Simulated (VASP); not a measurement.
```
CELL_PARAMETERS angstrom
      1.79102    -3.10214     0.00000
      1.79102     3.10214     0.00000
      0.00000     0.00000     3.82585
ATOMIC_POSITIONS crystal
  Li 0.33333 0.66667 0.00000
  Li 0.66667 0.33333 0.00000
  Li 0.00000 0.00000 0.50000
  N  0.00000 0.00000 0.00000
```

Calculation: LDA (Ceperley-Alder, Perdew-Zunger), VASP's LDA PAW potentials (set 64) (plane waves; VASP). Run with 520 eV cut-off, 7×7×6 Γ-centred mesh, Gaussian smearing of 0.050 eV, potentials Li_sv N.

**Question.** Give the stress tensor in GPa (positive for a compressed cell).

**Answer.** 
```
-1.94   0.00   0.00
 0.00  -1.94   0.00
 0.00   0.00  -1.78
```
The pressure is its mean diagonal, -1.89 GPa.

The compound is Li3N in the alpha structure. This cell is one point of a volume scan, at 1.03 of the reference volume.
